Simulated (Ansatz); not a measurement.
**Formation energy of TaS2**

```xyz
3
Lattice="3.3189 0.0000 0.0000 -1.6595 2.8743 0.0000 0.0000 0.0000 5.9352" Properties=species:S:1:pos:R:3 pbc="T T T"
Ta    0.0000    0.0000    0.0000
S     0.0000    1.9162    1.5403
S     1.6595    0.9581    4.3949
```

The cell comes from a relaxation on PAW files under the same functional, begun from a database entry that needn't be the ground state.

Computed with Ansatz 0.2.0; functional PBEsol, scalar-relativistic. Settings: a Γ-centred 9×9×5 k mesh, Fermi–Dirac smearing of 0.02 eV, no spin polarisation. Methods: LAPW: all electrons, basis error target 0.5 meV/atom; PAW: frozen-core files, cutoff 420 eV; crystal datasets: all electrons, by PAW datasets that the program makes for each cell.

The elements are taken as S S6 rings, Ta bcc, each relaxed on PAW files under the same functional and computed by the same method as the compound; zero-point and thermal terms are left out. The functional lacks long-range dispersion, which matters for the layered or molecular reference states. S6 rings stand in for α-S8.

Spin–orbit coupling is left out, which matters for the heavy atoms. The PAW files were made under PBE.

**Question.** What is the formation energy by LAPW, and how far do the other methods lie from it?

**Answer.** -1.120 eV/atom; PAW -2.9 meV/atom; crystal datasets 0.0 meV/atom. The compound is bound against these elements; other compounds of the system weren't compared.

**Question.** Give the LAPW value for one formula unit in kJ/mol.

**Answer.** -1.120 eV/atom × 3 atoms × 96.485 kJ/(mol·eV) = -324.2 kJ/mol, at zero temperature and without zero-point motion.
